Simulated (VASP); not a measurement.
# KI (Fm-3m) in VASP: a series of runs

KI is run at these levels: HSE06, PBE0; tasks: single point.

All numbers are computed with VASP 6.6.1; they aren't measurements. Logs are shortened: lines on timing, memory, paths and dates and some standing lists are left out, and cuts for length are marked.

**The experiment to reproduce.**

A printed reference work, monograph reports, for a bulk crystal of KI: band gap 6.32 eV.

The runs below are set against these values where they give the same quantity.

## (1) The cell of the first run

It takes space group Fm-3m (No. 225, cubic). The conventional cell has a = 7.089 Å, b = 7.089 Å, c = 7.089 Å, α = 90.00°, β = 90.00°, γ = 90.00°. K (site symmetry m-3m) has 6 I at 3.54 Å within 4.7 Å. I (site symmetry m-3m) has 6 K at 3.54 Å within 4.7 Å.

## (2) Single point, HSE06

Contents of POSCAR:

```
KI
1.0
    0.0000000000      3.5445661256      3.5445661256
    3.5445661256      0.0000000000      3.5445661256
    3.5445661256      3.5445661256      0.0000000000
K I
1 1
Direct
    0.0000000000      0.0000000000      0.0000000000
    0.5000000000      0.5000000000      0.5000000000
```

Contents of INCAR.step1:

```
SYSTEM = KI
ALGO     = Normal         ! electronic algorithm
EDIFF    = 1E-5           ! SCF threshold, eV
ENCUT    = 520            ! plane-wave cutoff, eV
GGA      = PE             ! functional
ISIF     = 2              ! what is computed and relaxed
ISMEAR   = 0              ! smearing method
LASPH    = .TRUE.         ! aspherical terms in the spheres
LCHARG   = .FALSE.        ! write CHGCAR
LREAL    = .FALSE.        ! projectors in reciprocal space
LWAVE    = .TRUE.         ! write WAVECAR
NBANDS   = 15             ! bands
NELM     = 80             ! most SCF steps
PREC     = Accurate       ! precision mode
SIGMA    = 0.01           ! smearing width, eV
```

Contents of INCAR.step2:

```
SYSTEM = KI
ALGO     = Normal         ! electronic algorithm
EDIFF    = 1E-6           ! SCF threshold, eV
ENCUT    = 520            ! plane-wave cutoff, eV
GGA      = PE             ! functional
HFSCREEN = 0.2079         ! screening, 1/A
ISIF     = 2              ! what is computed and relaxed
ISMEAR   = 0              ! smearing method
ISTART   = 1            
LASPH    = .TRUE.         ! aspherical terms in the spheres
LCHARG   = .FALSE.        ! write CHGCAR
LHFCALC  = .TRUE.         ! exact exchange
LREAL    = .FALSE.        ! projectors in reciprocal space
LWAVE    = .FALSE.        ! write WAVECAR
NBANDS   = 15             ! bands
NELM     = 80             ! most SCF steps
PREC     = Accurate       ! precision mode
PRECFOCK = Normal       
SIGMA    = 0.01           ! smearing width, eV
```

Contents of KPOINTS:

```
k-points
0
G
  4 4 4
  0 0 0
```

Potentials or basis: VASP PAW PBE potentials, release 64 (K_sv, I).

Run with:

```bash
$ cat potpaw_PBE.64/K_sv/POTCAR potpaw_PBE.64/I/POTCAR > POTCAR
$ cp INCAR.step1 INCAR
$ mpirun -np 1 vasp_std > vasp.out
$ cp INCAR.step2 INCAR
$ mpirun -np 1 vasp_std > vasp.out
```

OUTCAR:

```text
SYSTEM = KI
   EDIFF = 1E-6
   ENCUT = 520
   GGA = PE
   HFSCREEN = 0.2079
   ISIF = 2
   ISMEAR = 0
   ISTART = 1
   LASPH = .TRUE.
   LHFCALC = .TRUE.
   LREAL = .FALSE.
   NELM = 80
   PREC = Accurate
   PRECFOCK = Normal

 ion  position               nearest neighbor table
   1  0.000  0.000  0.000-   2 3.54   2 3.54   2 3.54   2 3.54   2 3.54   2 3.54
   2  0.500  0.500  0.500-   1 3.54   1 3.54   1 3.54   1 3.54   1 3.54   1 3.54

  LATTYP: Found a face centered cubic cell.
 ALAT       =     7.0891322512

  Lattice vectors:

 A1 = (   0.0000000000,   3.5445661256,   3.5445661256)
 A2 = (   3.5445661256,   0.0000000000,   3.5445661256)
 A3 = (   3.5445661256,   3.5445661256,   0.0000000000)

Analysis of symmetry for initial positions (statically):
=====================================================================
 Subroutine PRICEL returns:
 Original cell was already a primitive cell.

 Routine SETGRP: Setting up the symmetry group for a
 face centered cubic supercell.

 Subroutine GETGRP returns: Found 48 space group operations
 (whereof 48 operations were pure point group operations)
 out of a pool of 48 trial point group operations.

The static configuration has the point symmetry O_h .

Analysis of symmetry for dynamics (positions and initial velocities):
=====================================================================
 Subroutine PRICEL returns:
 Original cell was already a primitive cell.

 Routine SETGRP: Setting up the symmetry group for a
 face centered cubic supercell.

 Subroutine GETGRP returns: Found 48 space group operations
 (whereof 48 operations were pure point group operations)
 out of a pool of 48 trial point group operations.

The dynamic configuration has the point symmetry O_h .

 Subroutine INISYM returns: Found 48 space group operations
 (whereof 48 operations are pure point group operations),
 and found     1 'primitive' translations

----------------------------------------------------------------------------------------

                                     Primitive cell

  volume of cell :      89.0675

  direct lattice vectors                    reciprocal lattice vectors
     0.000000000  3.544566126  3.544566126    -0.141060988  0.141060988  0.141060988
     3.544566126  0.000000000  3.544566126     0.141060988 -0.141060988  0.141060988
     3.544566126  3.544566126  0.000000000     0.141060988  0.141060988 -0.141060988

  length of vectors
     5.012773488  5.012773488  5.012773488     0.244324798  0.244324798  0.244324798

[... 84 lines left out ...]
  volume/ion in A,a.u.               =      44.53       300.53
  Fermi-wavevector in a.u.,A,eV,Ry     =   0.923723  1.745583 11.609363  0.853264
  Thomas-Fermi vector in A             =   2.049391
   LORBIT       =      0    0 simple, 1 ext, 2 COOP (PROOUT), +10 PAW based schemes
   GGA     = PE    functional components
   LHFCALC =     T    Hartree Fock is set to
   PRECFOCK=normal    Normal, Fast or Accurate (Low or Medium for compatibility)
   ENCUT4O =  -1.0   cutoff for four orbital integrals eV
   NKREDX  =     1    reduce k-point grid by
   NKREDY  =     1    reduce k-point grid by
   NKREDZ  =     1    reduce k-point grid by
   AEXX    =    0.2500 exact exchange contribution
   HFSCREEN=    0.2079 screening length (either q_TF or 0.3 A-1)
   HFSCREENC=   0.2079 screening length for correlation (either q_TF or 0.3 A-1)
   ENCUTFOCK=  -1.0 apply spherical cutoff to Coloumb kernel
   IVDW    =     0    specifies the selected vdW correction
   LEPSILON=     F    determine dielectric tensor
   LRPA    =     F    only Hartree local field effects (RPA)
 non-spin polarized calculation
 Gauss-broadening in eV      SIGMA  =   0.01
  energy-cutoff  :      520.00
  volume of cell :       89.07
 maximum number of plane-waves:      2421
 NGX is ok and might be reduce to    40
  NGX = 28; NGY = 28; NGZ = 28

 number of electron      15.9999999 magnetization

 Free energy of the ion-electron system (eV)
  ---------------------------------------------------
  ext. energy  EPLUGINS =         0.00000000
  ---------------------------------------------------
  free energy    TOTEN  =        -6.40236212 eV

  energy without entropy =       -6.40236212  energy(sigma->0) =       -6.40236212

 E-fermi :  -1.0637     XC(G=0):  -6.0119

 val. band max:       -1.1955034718   @ k =   0.0000   0.0000   0.0000
 cond. band min:       3.7337583420   @ k =   0.0000   0.0000   0.0000
 fundamental gap:      4.9292618139
 Fermi energy:        -1.0637222555

 k-point     1 :       0.0000    0.0000    0.0000
  band No.  band energies     occupation
      1     -32.0410      2.00000
      2     -14.1729      2.00000
      3     -14.1729      2.00000
      4     -14.1729      2.00000
      5     -12.5709      2.00000
      6      -1.1955      2.00000
      7      -1.1955      2.00000
      8      -1.1955      2.00000
      9       3.7338      0.00000
     10       6.4505      0.00000
     11       6.4505      0.00000
     12       6.4505      0.00000
     13       7.2804      0.00000
     14       7.2804      0.00000
[... 113 lines left out ...]
      2     -14.2245      2.00000
      3     -14.2045      2.00000
      4     -14.2045      2.00000
      5     -12.3467      2.00000
      6      -1.9579      2.00000
      7      -1.9579      2.00000
      8      -1.8095      2.00000
      9       6.3382      0.00000
     10       6.3382      0.00000
     11       6.5373      0.00000
     12       8.2011      0.00000
     13       8.9261      0.00000
     14      10.0020      0.00000
     15      10.3712      0.00000

------------------------ aborting loop because EDIFF is reached ----------------------------------------

  FORCE on cell =-STRESS in cart. coord.  units (eV):
  Direction    XX          YY          ZZ          XY          YZ          ZX
  --------------------------------------------------------------------------------------
  -------------------------------------------------------------------------------------
  Total        0.1572467      0.1572467      0.1572467     -0.0000000     -0.0000000      0.0000000
  in kB        2.8286085      2.8286085      2.8286085     -0.0000000     -0.0000000      0.0000000
  external PRESSURE =       2.8286085 kB  Pullay stress =       0.0000000 kB

 VOLUME and BASIS-vectors are now :
 -----------------------------------------------------------------------------
  energy-cutoff  :      520.00
  volume of cell :       89.07
      direct lattice vectors                 reciprocal lattice vectors
     0.000000000  3.544566126  3.544566126    -0.141060988  0.141060988  0.141060988
     3.544566126  0.000000000  3.544566126     0.141060988 -0.141060988  0.141060988
     3.544566126  3.544566126  0.000000000     0.141060988  0.141060988 -0.141060988

 POSITION                                       TOTAL-FORCE (eV/Angst)
 -----------------------------------------------------------------------------------
      0.00000      0.00000      0.00000        -0.000000      0.000000     -0.000000
      3.54457      3.54457      3.54457         0.000000     -0.000000      0.000000
 -----------------------------------------------------------------------------------
    total drift:                               -0.000000     -0.000000     -0.000000

  FREE ENERGIE OF THE ION-ELECTRON SYSTEM (eV)
  ---------------------------------------------------
  free  energy   TOTEN  =        -6.4023621222 eV

  energy  without entropy=       -6.4023621222  energy(sigma->0) =       -6.40236212
```

OSZICAR.step1:

```text
N       E                     dE             d eps       ncg     rms          rms(c)
DAV:   1     0.920318619387E+02    0.92032E+02   -0.64312E+03   240   0.910E+02
DAV:   2    -0.126639615005E+00   -0.92159E+02   -0.85471E+02   296   0.214E+02
DAV:   3    -0.537505318484E+01   -0.52484E+01   -0.52209E+01   317   0.448E+01
DAV:   4    -0.563903992037E+01   -0.26399E+00   -0.26391E+00   436   0.919E+00
DAV:   5    -0.564129507722E+01   -0.22552E-02   -0.22551E-02   317   0.829E-01    0.300E+00
DAV:   6    -0.555690699242E+01    0.84388E-01   -0.96573E-02   317   0.178E+00    0.214E+00
DAV:   7    -0.555270205930E+01    0.42049E-02   -0.11308E-01   310   0.168E+00    0.785E-01
DAV:   8    -0.555801773787E+01   -0.53157E-02   -0.11667E-02   268   0.703E-01    0.133E-01
DAV:   9    -0.555847575281E+01   -0.45801E-03   -0.81783E-04   331   0.167E-01    0.789E-02
DAV:  10    -0.555861009447E+01   -0.13434E-03   -0.12732E-04   285   0.597E-02    0.212E-02
DAV:  11    -0.555865880498E+01   -0.48711E-04   -0.63315E-05   268   0.454E-02    0.188E-02
DAV:  12    -0.555865860221E+01    0.20277E-06   -0.24256E-06   246   0.123E-02
   1 F= -.55586586E+01 E0= -.55586586E+01  d E =-.947951E-94
```

Run time: 6.5 min. Hardware: 1 thread of Intel Xeon Platinum 8488C (Sapphire Rapids), shared host; peak memory 0.35 GiB.

What came out:

```
Free energy            : -6.4024 eV
Pressure               : 0.3 GPa
Band gap on the k mesh : 4.93 eV
```

Levels at points of the mesh, in eV from the valence-band top:
| k point | band 4 | band 5 | band 6 | band 7 | band 8 | band 9 | band 10 | band 11 | band 12 | band 13 |
| --- | --- | --- | --- | --- | --- | --- | --- | --- | --- | --- |
| (0.00, 0.00, 0.00) | -12.98 | -11.38 | 0.00 | 0.00 | 0.00 | 4.93 | 7.65 | 7.65 | 7.65 | 8.48 |
| (0.50, 0.00, 0.00) | -12.98 | -11.07 | -1.37 | -0.34 | -0.34 | 6.48 | 8.88 | 9.22 | 9.22 | 10.11 |
| (0.50, 0.50, 0.00) | -13.00 | -11.21 | -1.05 | -0.39 | -0.39 | 5.95 | 6.81 | 9.46 | 9.86 | 10.14 |

Caveat: the PAW data sets were made with another functional, which shifts forces and pressure a little; spin-orbit coupling is left out, which moves the levels of the heavy elements.

## (3) Single point, PBE0

POSCAR is that of step 2.

Contents of INCAR.step1:

```
SYSTEM = KI
ALGO     = Normal         ! electronic algorithm
EDIFF    = 1E-5           ! SCF threshold, eV
ENCUT    = 520            ! plane-wave cutoff, eV
GGA      = PE             ! functional
ISIF     = 2              ! what is computed and relaxed
ISMEAR   = 0              ! smearing method
LASPH    = .True.         ! aspherical terms in the spheres
LREAL    = .False.        ! projectors in reciprocal space
LWAVE    = .True.         ! write WAVECAR
NBANDS   = 15             ! bands
NELM     = 60             ! most SCF steps
PREC     = Accurate       ! precision mode
SIGMA    = 0.01           ! smearing width, eV
```

Contents of INCAR.step2:

```
SYSTEM = KI
AEXX     = 0.25           ! exact-exchange fraction
ALGO     = Normal         ! electronic algorithm
EDIFF    = 1E-7           ! SCF threshold, eV
ENCUT    = 520            ! plane-wave cutoff, eV
GGA      = PE             ! functional
ISIF     = 2              ! what is computed and relaxed
ISMEAR   = 0              ! smearing method
ISTART   = 1            
LASPH    = .True.         ! aspherical terms in the spheres
LCHARG   = .True.         ! write CHGCAR
LELF     = .True.         ! ELF
LHFCALC  = .True.         ! exact exchange
LREAL    = .False.        ! projectors in reciprocal space
LVHAR    = .True.       
LWAVE    = .False.        ! write WAVECAR
NBANDS   = 15             ! bands
NELM     = 60             ! most SCF steps
PREC     = Accurate       ! precision mode
PRECFOCK = Normal       
SIGMA    = 0.01           ! smearing width, eV
```

Contents of KPOINTS:

```
k-points
0
Gamma
  4 4 4
  0 0 0
```

Potentials or basis: VASP PAW PBE potentials, release 64 (K_sv, I).

Run with:

```bash
$ cat potpaw_PBE.64/K_sv/POTCAR potpaw_PBE.64/I/POTCAR > POTCAR
$ cp INCAR.step1 INCAR
$ mpirun -np 1 vasp_std > vasp.out
$ cp INCAR.step2 INCAR
$ mpirun -np 1 vasp_std > vasp.out
```

Run time: 7.5 min. Hardware: 1 thread of Intel Xeon Platinum 8488C (Sapphire Rapids), shared host; peak memory 0.25 GiB.

The run converged. Its results:

```
Free energy            : -6.9177 eV
Pressure               : 0.2 GPa
Band gap on the k mesh : 5.64 eV
```

Levels at points of the mesh, in eV from the valence-band top:
| k point | band 6 | band 7 | band 8 | band 9 | band 10 | band 11 |
| --- | --- | --- | --- | --- | --- | --- |
| (0.00, 0.00, 0.00) | 0.00 | 0.00 | 0.00 | 5.64 | 8.39 | 8.39 |
| (0.50, 0.00, 0.00) | -1.40 | -0.35 | -0.35 | 7.20 | 9.63 | 9.97 |
| (0.50, 0.50, 0.00) | -1.08 | -0.40 | -0.40 | 6.68 | 7.55 | 10.23 |

Caveat: the PAW data sets were made with another functional, which shifts forces and pressure a little; spin-orbit coupling is left out, which moves the levels of the heavy elements.

## (4) How close it comes

Step 2. Measured gap of KI: 6.32 eV (a printed reference work, monograph). This calculation gives 4.93 eV (-1.39 eV). Spin-orbit coupling on I is left out. The value is that of HSE06, without temperature or zero-point motion.

Step 3. Measured gap of KI: 6.32 eV (a printed reference work, monograph). This calculation gives 5.64 eV (-0.68 eV). Spin-orbit coupling on I is left out. The value is that of PBE0, without temperature or zero-point motion.
